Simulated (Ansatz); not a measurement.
The system is Ge.

```
Ge
1.0
     0.00000    2.82891    2.82891
     2.82891    0.00000    2.82891
     2.82891    2.82891    0.00000
Ge
2
Direct
  0.75000 0.75000 0.75000
  0.50000 0.50000 0.50000
```

Base run:

* Program: Ansatz 0.2.0
* Functional: BLYP
* Potentials or basis: Ansatz PAW
* Cutoff: 420 eV (not typed: the program's choice for these potentials)
* k mesh: 8 × 8 × 8
* Occupations: fermi-dirac, width 0.05 eV
* Spin: no spin polarisation

Its results: band gap on the k mesh none (metal or under the smearing width); pressure 7.3 GPa.

Problem. After a change of settings the same cell gave: band gap on the k mesh 0.44 eV, direct; pressure 0.6 GPa. Which change was it?
A. functional from BLYP to LDA
B. functional from BLYP to RPBE; occupations from fermi-dirac, width 0.05 eV to gaussian, width 0.1 eV
C. functional from BLYP to r2SCAN; cutoff from 420 eV (not typed: the program's choice for these potentials) to 500 eV (not typed: the program's choice for these potentials)

Solution. C.

r2SCAN gives the wider gap, since meta-GGAs in the generalised Kohn-Sham scheme recover part of the derivative discontinuity.

Caveats: the PAW data sets come from PBE, with cores solved anew for the run's functional, which leaves a small shift of forces and pressure; this crystal is a semiconductor, whose small gap the functional closes, so the metal is an error of the method (some runs).

Runs at the PBE level aren't shown here.
